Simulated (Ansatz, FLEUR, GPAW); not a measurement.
## Te: programs and potentials compared

```xyz
3
Lattice="4.4540 0.0000 0.0000 -2.2270 3.8573 0.0000 0.0000 0.0000 5.9240" Properties=species:S:1:pos:R:3 pbc="T T T"
Te    1.6279    2.8197    0.0000
Te   -0.5991    1.0376    3.9493
Te    1.1981    0.0000    1.9747
```

Alike in all runs: task band structure; functional revPBE; k mesh 7 × 7 × 5; occupations fermi-dirac, width 0.05 eV; no spin polarisation; no spin-orbit coupling. Pressure is positive in compression and, in plane waves, holds the error of the finite cutoff, which Ansatz's Pulay term estimates and takes out. Gaps are the smaller of the mesh's and the band path's.

```tsv
program and potentials	plane-wave cutoff (eV)	notes	band gap (eV)	pressure (GPa)	largest force (eV/Å)
Ansatz, Ansatz PAW	420	potentials made for PBE, which Ansatz adapts in part; 16 valence electrons an atom on average; Pulay term of +0.02 GPa included	0.19	2.40	0.148
FLEUR, all-electron, FLAPW	-	-	?	-	-
GPAW, the program's PAW data sets (release 1.2.1) made for this functional	600	6 valence electrons an atom on average	0.19	2.05	0.112
```

Q: Estimate from the other rows what the run with FLEUR, all-electron, FLAPW gave.

A: Band gap 0.21 eV. The other rows, which needn't bracket it: band gap 0.19; pressure 2.05 to 2.40; largest force 0.112 to 0.148.
